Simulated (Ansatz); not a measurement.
A 3-atom cell of PbF2 started from a crystallographic database (r2SCAN+rVV10 geometry), in Ansatz:

```cif
data_structure
_symmetry_space_group_name_H-M 'Fm-3m'
_symmetry_Int_Tables_number 225
_cell_length_a 5.8916
_cell_length_b 5.8916
_cell_length_c 5.8916
_cell_angle_alpha 90.000
_cell_angle_beta 90.000
_cell_angle_gamma 90.000
_cell_volume 204.50
loop_
_atom_site_label
_atom_site_type_symbol
_atom_site_symmetry_multiplicity
_atom_site_Wyckoff_symbol
_atom_site_fract_x
_atom_site_fract_y
_atom_site_fract_z
_atom_site_occupancy
Pb1 Pb 4 a 0.00000 0.00000 0.00000 1
F1 F 8 c 0.25000 0.75000 0.75000 1
```

G0W0@PBE with 280 empty bands, a screening cutoff of 180 eV and a 6×6×6 mesh (PAW, contour deformation) gives 6.416 eV over the mesh points, from a PBE gap of 4.441 eV; it sums over 294 bands with 283 plane waves in the screening and a wave cutoff of 420 eV. No extrapolation in bands, cutoff or mesh was made for G0W0. No spin polarisation and no zero-point or thermal motion.

Q: Estimate the gap with starting point HSE06.

A: 7.180 eV (+0.764 eV), from a Kohn-Sham gap of 5.747 eV.

Q: Estimate the gap with frequency model Godby-Needs pole.

A: 6.374 eV (-0.042 eV), from a Kohn-Sham gap of 4.441 eV.

Q: Another run gave a Kohn-Sham gap of 4.433 eV and a G0W0 gap of 6.376 eV, summing over 294 bands with 283 plane waves in the screening and a wave cutoff of 1320 eV. What was changed?

A: Potentials of the kind norm-conserving. The wave cutoff gives it away.

Spin-orbit coupling is left out; in compounds of Pb, Bi, Tl or Hg it can lower a gap by up to about 1 eV, split its edges or invert the bands.
